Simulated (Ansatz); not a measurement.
# Relativity in TaN

```
CELL_PARAMETERS angstrom
2.93800 0.00000 0.00000
-1.46900 2.54438 0.00000
0.00000 0.00000 2.88300
ATOMIC_POSITIONS crystal
Ta 0.33333 0.66667 0.50000
N 0.00000 0.00000 0.00000
```

Atoms are numbered in the order listed.

Conventional cell: a = 2.938 Å, b = 2.938 Å, c = 2.883 Å, α = 90.00°, β = 90.00°, γ = 120.00°. Ta (atom 1) is surrounded by 6 N at 2.23 Å. N (atom 2) has 6 Ta at 2.23 Å as nearest neighbours.

The cell is COD entry 1538016, as deposited and not checked against the literature; nothing was relaxed.

One fixed cell is solved with PBE by LAPW (all electrons) in Ansatz 0.2.0 under different relativistic treatments. Pressure is positive in compression.

Numerical set-up: a Γ-centred 12×12×10 k mesh, Fermi–Dirac smearing of 0.02 eV, basis error target 0.5 meV/atom, no spin polarisation.

```json
{"setting": "scalar-relativistic", "P (GPa)": "4.85"}
{"setting": "non-relativistic", "P (GPa)": "20.49"}
{"setting": "with spin–orbit coupling", "P (GPa)": "4.50"}
{"setting": "scalar-relativistic, point nuclei", "P (GPa)": "4.84"}
{"setting": "scalar-relativistic, inner shells corrected to Dirac", "P (GPa)": "4.94"}
```
